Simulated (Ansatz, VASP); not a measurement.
**TaN in VASP and in Ansatz**

```
Ta N
1.0
     0.00000    2.16438    2.16438
     2.16438    0.00000    2.16438
     2.16438    2.16438    0.00000
Ta N
1 1
Direct
  0.50000 0.50000 0.50000
  0.00000 0.00000 0.00000
```

Change from the starting cell: volume scaled by 0.98.

Alike in both runs: task single point; functional PBE; k mesh 10 × 10 × 10; occupations fermi-dirac, width 0.05 eV; no spin polarisation.

|  | VASP | Ansatz |
| --- | --- | --- |
| version | VASP 6.6.1 | Ansatz 0.2.0 |
| potentials or method | VASP PAW PBE potentials, release 64 (Ta_pv, N) | Ansatz PAW |
| plane-wave cutoff (eV) | 520 | 420 |
| valence electrons in the cell | 16 | 18 |

Ansatz gave:

* gap on the k mesh at the Fermi level (eV): none
* pressure (GPa): 22.7

Task: Estimate VASP's values.

Result: gap on the k mesh at the Fermi level (eV): none; pressure (GPa): 23.8.

A gap of «none» marks a metal or a gap that the smearing closes. The functional is the same, so the differences come from potentials, cutoffs and numerics. The two sets of potentials don't hold the same shells in valence.

Caveats: the pressure holds a Pulay correction of +0.5 GPa for the finite cutoff (Ansatz). Spin-orbit coupling is left out, which matters for the levels of Ta.
